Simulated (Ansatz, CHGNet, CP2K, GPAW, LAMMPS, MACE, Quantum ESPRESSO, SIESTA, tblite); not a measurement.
**Glassy 67P2O5-33MgO (mol %) (80 atoms): one structure in several programs**

Aim: run glassy 67P2O5-33MgO (mol %) (80 atoms) in several programs and set results and cost side by side. A plane-wave run serves as the reference.

Main program and level: Quantum ESPRESSO 7.5; Kohn-Sham DFT, PBE, SSSP efficiency 1.3.0 pseudopotentials, plane waves.

**1. The starting structure**

The cell holds 80 atoms: 20 P, 5 Mg and 55 O. Cell: a = 10.514 Å, b = 10.514 Å, c = 10.514 Å, α = 90.0°, β = 90.0°, γ = 90.0°. 80 atoms (20 P, 5 Mg, 55 O) placed at random at 2.32 g/cm³, melted at 4000 K for 10 ps at fixed volume with the Morse and Coulomb pair potential with partial charges (Pedone, Malavasi, Menziani, Cormack and Segre, J. Phys. Chem. B 110, 11780 (2006)). Quenched from 4000 K to 300 K at 25 K/ps and fixed volume, held 5 ps.

**2. Reference: Quantum ESPRESSO, plane waves**

The input, pw.in:

```
&control
  calculation = 'scf'
  pseudo_dir = './pseudo'
  outdir = './tmp'
  disk_io = 'none'
  tprnfor = .true.
  tstress = .true.
/
&system
  ibrav = 0
  nat = 80
  ntyp = 3
  ecutwfc = 60
  ecutrho = 480
  nosym = .true.
  occupations = 'smearing'
  smearing = 'fd'
  degauss = 0.003675
/
&electrons
  conv_thr = 4.0e-07
  electron_maxstep = 100
  mixing_beta = 0.4
  mixing_mode = 'plain'
  diagonalization = 'david'
/
ATOMIC_SPECIES
P 30.974 P.upf
Mg 24.305 Mg.upf
O 15.999 O.upf
CELL_PARAMETERS angstrom
10.51380 0.00000 0.00000
0.00000 10.51380 0.00000
0.00000 0.00000 10.51380
ATOMIC_POSITIONS crystal
P 0.07919 0.07535 0.56718
P 0.57606 0.45722 0.08684
P 0.52913 0.34933 0.58552
P 0.04384 0.54973 0.69074
P 0.64198 0.29196 0.85402
P 0.52132 0.99295 0.22851
P 0.39870 0.68560 0.05716
P 0.19398 0.36574 0.27574
P 0.92547 0.37613 0.89145
P 0.20089 0.98943 0.81809
P 0.99037 0.85404 0.98102
P 0.59078 0.08698 0.49529
[... 64 atom lines left out ...]
O 0.03547 0.45652 0.57126
O 0.60003 0.86822 0.22528
O 0.87668 0.18071 0.09513
O 0.91938 0.49392 0.25760
K_POINTS gamma
```

The run is started by

```console
OMP_NUM_THREADS=1 mpirun -np 4 pw.x -in pw.in > output.txt
```

Log:

```text
Program PWSCF
     gamma-point specific algorithms are used
     one sub-group per band group will be used
     scalapack distributed-memory algorithm (size of sub-group:  2*  2 procs)
     Parallelization info
     sticks:   dense  smooth     PW     G-vecs:    dense   smooth      PW
     Min        3766    1880    470               348036   123012   15358
     Max        3769    1881    472               348039   123021   15364
     Sum       15069    7521   1885              1392151   492057   61445
     bravais-lattice index     =            0
     lattice parameter (alat)  =      19.8682  a.u.
     unit-cell volume          =    7842.8830 (a.u.)^3
     number of atoms/cell      =           80
     number of atomic types    =            3
[... lines left out ...]
     scf convergence threshold =      4.0E-07
[... lines left out ...]
     number of k points=     1  Fermi-Dirac smearing, width (Ry)=  0.0037
[... lines left out ...]
     total energy              =   -2738.98963827 Ry
[... lines left out ...]
     total energy              =   -2744.07140004 Ry
[... lines left out ...]
     total energy              =   -2744.22072070 Ry
[... lines left out ...]
     c_bands:  1 eigenvalues not converged
[... lines left out ...]
     total energy              =   -2744.24703034 Ry
[... lines left out ...]
     total energy              =   -2744.24702851 Ry
[... lines left out ...]
   -20.3751 -20.2001 -20.1056 -20.0257 -19.7781 -19.6108 -19.5549 -19.4695
   -19.4240 -19.2432 -18.9570 -18.8457 -18.7875 -18.6854 -18.5338 -18.3818
[...]
9.5250   9.6160   9.6960   9.7296   9.7682   9.8255   9.8546   9.9164
     9.9466  10.0252  10.1132  10.1410  10.1957  10.2845  10.3677  10.4222
     the Fermi energy is     4.9399 ev
!    total energy              =   -2744.24703092 Ry
     estimated scf accuracy    <       0.00000035 Ry
     smearing contrib. (-TS)   =      -0.00000180 Ry
     internal energy E=F+TS    =   -2744.24702912 Ry
     The total energy is F=E-TS. E is the sum of the following terms:
     one-electron contribution =   -1448.10845111 Ry
     hartree contribution      =     934.63187536 Ry
     xc contribution           =    -514.06585253 Ry
     ewald contribution        =   -1037.73677310 Ry
     one-center paw contrib.   =    -678.96782774 Ry
     convergence has been achieved in  11 iterations
     negative rho (up, down):  3.335E-05 0.000E+00
     Forces acting on atoms (cartesian axes, Ry/au):
     atom    1 type  1   force =    -0.07964156    0.01276725   -0.09168825
     atom    2 type  1   force =    -0.06403360   -0.03294650    0.10579001
     atom    3 type  1   force =    -0.22633930    0.10180745    0.06519406
[...]
atom   79 type  3   force =    -0.01087215   -0.00159899   -0.06511735
     atom   80 type  3   force =    -0.01883317   -0.02208492   -0.05033114
     Total force =     0.890992     Total SCF correction =     0.001102
     Computing stress (Cartesian axis) and pressure
     negative rho (up, down):  3.335E-05 0.000E+00
          total   stress  (Ry/bohr**3)                   (kbar)     P=       22.64
   0.00020005   0.00000526   0.00001152           29.43        0.77        1.69
   0.00000526   0.00007555  -0.00005351            0.77       11.11       -7.87
   0.00001152  -0.00005351   0.00018613            1.69       -7.87       27.38
     Message from routine punch:
     Nothing written, as per user request (disk_io='none')
```

Elapsed: 2 min, on 4 MPI ranks of Arm Neoverse V2, shared host; peak memory 3.5 GiB.

Banners, paths, timers and routine set-up lines are dropped from the logs unmarked, and long logs keep their key lines alone; longer cuts are marked.

Numbers from this run:

| Quantity | Value |
| --- | --- |
| r.m.s. force component | 1.479 eV/Å |
| longest force | 6.598 eV/Å |
| pressure | 2.264 GPa |
| gap (highest filled to lowest empty level) | 1.154 eV |

**3. Structure statistics**

Pair distribution functions g(r), in bins of 0.2 Å:

```tsv
r (Å)	total	O-O	O-P	O-Mg	P-P	P-Mg	Mg-Mg
1.40	1.33	0.00	3.88	0.00	0.00	0.00	0.00
1.60	3.56	0.00	10.37	0.00	0.00	0.00	0.00
1.80	0.04	0.00	0.00	0.48	0.00	0.00	0.00
2.00	0.43	0.00	0.00	5.03	0.00	0.00	0.00
2.20	0.22	0.00	0.00	2.52	0.00	0.00	0.00
2.40	1.44	3.04	0.00	0.00	0.00	0.00	0.00
2.60	1.31	2.77	0.00	0.00	0.00	0.00	0.00
2.80	0.17	0.31	0.00	0.21	0.00	0.00	0.00
3.00	0.79	0.91	0.18	0.36	3.69	0.98	0.00
3.20	0.77	0.87	0.32	0.33	2.36	1.77	3.79
3.40	0.77	0.66	0.75	0.73	0.00	4.46	0.00
3.60	1.02	0.97	1.29	0.91	0.00	1.41	0.00
3.80	1.29	0.91	2.04	1.75	0.00	0.32	0.00
4.00	1.15	0.60	2.02	1.17	0.58	0.86	2.29
4.20	0.88	0.61	1.20	1.06	0.91	1.02	0.00
4.40	1.02	0.88	0.96	1.73	1.42	0.94	1.89
4.60	1.25	1.34	1.03	1.84	1.20	0.87	0.00
4.80	1.15	1.53	0.68	0.96	1.32	0.79	1.59
5.00	1.07	1.37	0.55	1.06	1.57	1.30	1.50
5.20	0.88	0.99	0.70	0.56	1.21	1.54	1.33
```

Bonds by pair of elements; cutoffs follow the first minimum of g(r), held within bounds set by covalent radii, and pairs that aren't listed don't count as bonded (cutoffs were set anew for this text, so counts can differ from the run's own analysis):

```tsv
pair A-B	cutoff (Å)	bonds	mean length (Å)	spread (Å)	shortest (Å)	B about A	A about B
O-P	2.02	80	1.54	0.044	1.45	1.46	4
O-Mg	2.58	20	2.05	0.095	1.87	0.364	4
```

How many atoms have how many bonded neighbours:

```tsv
element	mean	1	2	3	4
Mg	4	0	0	0	5
O	1.82	11	43	1	0
P	4	0	0	0	20
```

Oxygen atoms by the number of network formers (Si, P, Ge, B, Al, As, Ga) bound to them:

```tsv
network formers bound to O	O atoms	per cent
0	0	0
1	30	54.5
2	25	45.5
```

Network units: each former by its oxygen neighbours and how many of them bridge to another former:

```tsv
former	O neighbours	bridging O	atoms
P	4	1	2
P	4	2	6
P	4	3	12
```

Rings of the network by King's shortest-path rule, up to 12 atoms, one path for each pair of neighbours; H, halogens, alkali and alkaline-earth atoms are left out, and the last column divides by all other atoms, bonded or not:

```tsv
ring size (atoms)	rings	per network atom
8	1	0.013
10	1	0.013
```

**4. What was run beside it**

The programs:
- CHGNet: machine-learned potential, published weights.
- CP2K 2026.2: Gaussian basis with GTH pseudopotentials and a plane-wave density; labels give functional, basis (MOLOPT sets; SR short-range, UZH the newer set with its own potentials), grid cutoff/relative cutoff and solver (OT: orbital transformation; TRS4, TC2, SIGN: linear-scaling purification with its sparsity filter), or its built-in tight binding.
- GPAW 26.7.0: PAW with atomic orbitals (LCAO), plane waves or a real-space grid of spacing h.
- MACE: machine-learned potential, published weights.
- Quantum ESPRESSO 7.5: plane waves; labels (QE) give functional, pseudopotential set and cutoffs of waves/density.
- SIESTA 5.4.2: numerical atomic orbitals, whose automatically made sets are far from complete, with PseudoDojo norm-conserving potentials that we converted to its format (checked against plane waves on the same files for H, C, O, Si, Ge and Ca alone); labels give functional, basis size, energy shift and mesh cutoff.
- tblite 0.8.0: extended tight binding, driven from Python.

All use the same cell and atoms; the electronic-structure runs use the same k-mesh, and an electronic temperature of 580 K (0.05 eV) where levels are smeared.

Differences are against the plane-wave reference, forces as r.m.s. over components; share is that over the reference's r.m.s. force, slope the least-squares factor from reference forces to these. Total energies of different programs have different zeros and aren't compared.

```tsv
run	Δ force, r.m.s. (meV/Å)	share (%)	slope	Δ pressure (GPa)	Δ gap (eV)	cores	CPU time	memory (GiB)
reference	-	-	-	-	-	4	7.8 min	3.5
CHGNet 0.3.0 potential	386	26.1	0.905	-0.769	-	1	3.2 s	0.97
CP2K PBE, DZVP-MOLOPT-SR, 1200/50 Ry, OT DIIS	237	16.0	1.068	0.761	-0.564	1	8 min	3.8
CP2K PBE, DZVP-MOLOPT-SR, 1200/50 Ry, TC2 filter 1e-04, SCF 1e-05 (coarse)	411	27.8	1.138	1.30	-	1	2.8 min	3.8
CP2K PBE, DZVP-MOLOPT-SR, 1200/50 Ry, TC2 filter 1e-05, SCF 1e-06	272	18.4	1.085	0.891	-	1	4 min	3.8
CP2K PBE, DZVP-MOLOPT-SR, 420/50 Ry, OT DIIS (coarse)	454	30.7	1.070	0.697	-0.571	2	4.5 min	1.1
GPAW PBE, LCAO dzp, h 0.18 Å	492	33.3	1.102	-	-0.422	1	81 s	1.4
GPAW PBE, LCAO dzp, h 0.28 Å (coarse)	2135	144	1.050	-	-0.370	1	37 s	0.47
GPAW PBE, LCAO sz(dzp), h 0.18 Å (coarse)	3207	217	1.050	-	-0.948	1	58 s	1.1
MACE MP-0b2 small potential	347	23.5	0.865	-1.27	-	1	6 s	0.66
MACE MPA-0 medium potential	249	16.8	0.921	-0.968	-	1	6.9 s	1
QE PBE, sssp-1.3.0-efficiency, 30/240 Ry (coarse)	53.1	3.59	0.994	-33.7	-0.0664	2	3 min	1.2
SIESTA PBE, DZP, shift 0.01 Ry, mesh 500 Ry	285	19.3	1.104	1.63	-0.506	2	3.1 min	1.6
SIESTA RPBE, PBE potentials, DZP, shift 0.01 Ry, mesh 500 Ry	286	19.4	1.111	3.28	-0.483	2	3.1 min	1.6
tblite GFN1-xTB	492	33.3	0.993	0.395	-	1	3.7 s	0.11
```

Rows marked coarse were listed beforehand as settings not expected to be converged; some can still land near the reference.

Times of the machine-learned potentials are mostly Python's start and the loading of weights.

CPU time is summed over cores on a shared host, where runs went side by side, so it is rough. Symmetry, cutoffs, thresholds, outputs and thread counts weren't matched or tuned between programs; memory under MPI is the largest rank's times the ranks.

Runs without a result: CP2K PBE, DZVP-MOLOPT-SR, 1200/50 Ry, TC2 filter 1e-03, SCF 1e-04 (ended with an error: KS energy is an abnormal value (NaN/Inf), the SCF not settling).

Mean charges by element (e), by run and scheme:

```tsv
run	scheme	P	Mg	O
CP2K PBE, DZVP-MOLOPT-SR, 1200/50 Ry, OT DIIS	Mulliken	+0.73	+1.35	-0.39
CP2K PBE, DZVP-MOLOPT-SR, 1200/50 Ry, OT DIIS	Hirshfeld	+0.54	+0.62	-0.25
CP2K PBE, DZVP-MOLOPT-SR, 1200/50 Ry, TC2 filter 1e-05, SCF 1e-06	Mulliken	+0.73	+1.35	-0.39
SIESTA PBE, DZP, shift 0.01 Ry, mesh 500 Ry	Hirshfeld	+0.44	+0.56	-0.21
SIESTA RPBE, PBE potentials, DZP, shift 0.01 Ry, mesh 500 Ry	Hirshfeld	+0.44	+0.56	-0.21
tblite GFN1-xTB	Mulliken	+0.56	+0.85	-0.28
```

Within one program, basis, potentials and functional, energies share a zero. Each run against its twin at the usual cutoff or grid and solver:

```tsv
run	twin	Δ energy (meV/atom)	Δ force, r.m.s. (meV/Å)	CPU time over the twin's
CP2K PBE, DZVP-MOLOPT-SR, 1200/50 Ry, TC2 filter 1e-04, SCF 1e-05	DZVP-MOLOPT-SR, 1200/50 Ry, OT DIIS	1.75	229	0.35
CP2K PBE, DZVP-MOLOPT-SR, 1200/50 Ry, TC2 filter 1e-05, SCF 1e-06	DZVP-MOLOPT-SR, 1200/50 Ry, OT DIIS	0.134	65.1	0.50
CP2K PBE, DZVP-MOLOPT-SR, 420/50 Ry, OT DIIS	DZVP-MOLOPT-SR, 1200/50 Ry, OT DIIS	-9.78	417	0.56 (this twin ran on 1 cores)
GPAW PBE, LCAO dzp, h 0.28 Å	LCAO dzp, h 0.18 Å	927	2125	0.46
QE PBE, sssp-1.3.0-efficiency, 30/240 Ry	sssp-1.3.0-efficiency, 60/480 Ry	593	53.1	0.39 (this twin ran on 4 cores)
```

**5. Results**

| Item | Value |
| --- | --- |
| reference r.m.s. force component | 1.48 eV/Å |
| nearest in forces | QE PBE, sssp-1.3.0-efficiency, 30/240 Ry (coarse), 3.6 % |
| farthest in forces | GPAW PBE, LCAO sz(dzp), h 0.18 Å (coarse), 217 % |
| cheapest electronic-structure run beside the reference | tblite GFN1-xTB, 3.7 s of CPU time |

The PBE runs in local orbitals, coarse settings apart, differ by 16 % (CP2K PBE, DZVP-MOLOPT-SR, 1200/50 Ry, OT DIIS) to 33 % (GPAW PBE, LCAO dzp, h 0.18 Å); basis, grid and potentials can all enter. Tight binding differs by 33 % (tblite GFN1-xTB); it is another model, with fitted parameters of its own, and the xTB methods hold dispersion. Machine-learned potentials differ by 17 % (MACE MPA-0 medium potential) to 26 % (CHGNet 0.3.0 potential); they were trained on other programs' data. Rows with another functional or a dispersion term differ by 19 % (SIESTA RPBE, PBE potentials, DZP, shift 0.01 Ry, mesh 500 Ry), which mixes the change of model with differences of basis and potentials, some of them made for another functional. Runs with settings chosen to be coarse differ by 3.6 % (QE PBE, sssp-1.3.0-efficiency, 30/240 Ry) to 217 % (GPAW PBE, LCAO sz(dzp), h 0.18 Å), their programs' other errors included. Of the electronic-structure runs that take under half the reference's CPU time, QE PBE, sssp-1.3.0-efficiency, 30/240 Ry comes nearest, at 3.6 % in 3 min against 7.8 min; its pressure misses by -33.7 GPa. CP2K PBE, DZVP-MOLOPT-SR, 1200/50 Ry, TC2 filter 1e-04, SCF 1e-05 stiffens the forces by a factor of 1.14 while following their directions (correlation 0.978); the slopes of the 4 CP2K runs lie between 1.07 and 1.14. At the same functional, gaps differ from the reference's 1.15 eV by between -0.95 and -0.07 eV. In pressure, QE PBE, sssp-1.3.0-efficiency, 30/240 Ry misses by -33.7 GPa, at the same functional; a cutoff this low leaves a large Pulay stress. Charges hang on model, scheme and program or settings: among these rows the mean for Mg runs from +0.56 to +1.35 e. With TC2, tightening the sparsity filter from 1e-04 to 1e-05, and the SCF threshold with it, takes the force difference from the cubic solver from 229 to 65 meV/Å, and the CPU time from 0.35 to 0.50 times the cubic solver's. In the reference: filled and empty levels are parted by 1.15 eV (on the run's k-points); a semilocal functional tends to put such gaps too low. In a disordered cell it changes from sample to sample, and tail or defect levels can set it. In the reference: for some of the pairs, g(r) has its first main peak near 2.5 Å (O-O), 1.5 Å (O-P), 2.0 Å (O-Mg), 3.1 Å (P-P) and 3.4 Å (P-Mg). Periodic xTB results under one method name differ between programs and library versions. The potentials hold different valence shells: 440 electrons in the reference, 480 in GPAW, 480 in SIESTA and 480 in CP2K with DZVP-MOLOPT-SR; this bears on time and differences. The reference's pressure holds the uncorrected Pulay stress of its 60 Ry basis, so small pressure differences, and their order, may be the reference's own error. In our tests on small cells the SSSP efficiency potentials stood apart from two norm-conserving sets, for C–F bonds most and for P–O bonds less, so differences between them and other runs here needn't be the other run's error. Machine-learned potentials mimic data converged in k, so the reference's own k-point error enters their differences. The quench rate of 25 K/ps is many orders above laboratory rates, so the cell is likely richer in defects and strain than a real sample. The network of bonds at the start is that of the classical potential that made the cell, and needn't be the one that DFT or experiment would give. The electronic-structure runs sample only Γ, in a cell whose shortest periodic width is 11 Å.

[Also dropped from logs without a mark: logging warnings of Python, and SIESTA's first energy breakdown and zero terms.]

[Logs are printed without paths, hosts, clocks, repeated set-up lines and the standing remarks that a program may print on its own settings, such as how far it seeks lower states.]

[Hosts, paths, dates, database ids (printed as entryN), source tags and the programs' standing remarks are cut or masked in the printed files.]
